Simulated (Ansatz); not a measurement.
Starting structure of a cell relaxation (symmetry kept):

```xyz
6
Lattice="4.4824 0.0000 0.0000 0.0000 4.4824 0.0000 0.0000 0.0000 3.0247" Properties=species:S:1:pos:R:3 pbc="T T T"
V     0.0000    0.0000    0.0000
V     2.2412    2.2412    1.5123
O     1.3401    1.3401    0.0000
O     0.9011    3.5813    1.5123
O     3.1423    3.1423    0.0000
O     3.5813    0.9011    1.5123
```

Computed with Ansatz, DFT PBE+U, scalar-relativistic, plane waves, PAW.

Settings: cutoff 420 eV, Γ-centred mesh 6×6×10 on the computed 6-atom cell, Gaussian smearing of 0.02 eV; U_eff V 3.25 eV on the d shells (Löwdin-orthogonalised atomic orbitals); collinear spin from starting moments 0.95 0.95 0 0 0 0 μB.

Q: What does it relax to?

A: The volume is unchanged to within 0.01 Å³/atom to 10.13 Å³/atom, and the energy changes by under 0.1 meV/atom. The cell ends with a moment of 2.00 μB (only this magnetic start was tried). Final structure:
```cif
data_structure
_symmetry_space_group_name_H-M 'P4_2/mnm'
_symmetry_Int_Tables_number 136
_cell_length_a 4.4821
_cell_length_b 4.4821
_cell_length_c 3.0254
_cell_angle_alpha 90.000
_cell_angle_beta 90.000
_cell_angle_gamma 90.000
_cell_volume 60.78
loop_
_atom_site_label
_atom_site_type_symbol
_atom_site_symmetry_multiplicity
_atom_site_Wyckoff_symbol
_atom_site_fract_x
_atom_site_fract_y
_atom_site_fract_z
_atom_site_occupancy
V1 V 2 a 0.00000 0.00000 0.00000 1
O1 O 4 f 0.29899 0.29899 0.00000 1
```

Course of the relaxation (steps run on the plane waves of an earlier cell, and the basis is chosen afresh near the end, so energy and pressure can step there; trial steps that raised the energy were taken back; energies are free energies):

```csv
step,largest force component (eV/Å),P (GPa),V (Å³/atom)
1,0.001,0.04,10.13
2,0.002,0.01,10.13
3,0.002,0.01,10.13
```

The state reached may not be the lowest one. Moments started parallel, and an antiferromagnetic order may lie lower.

Cost: 1 run of about 0.63 core-minutes, on Intel Xeon Platinum 8559C (Emerald Rapids) (shared hosts).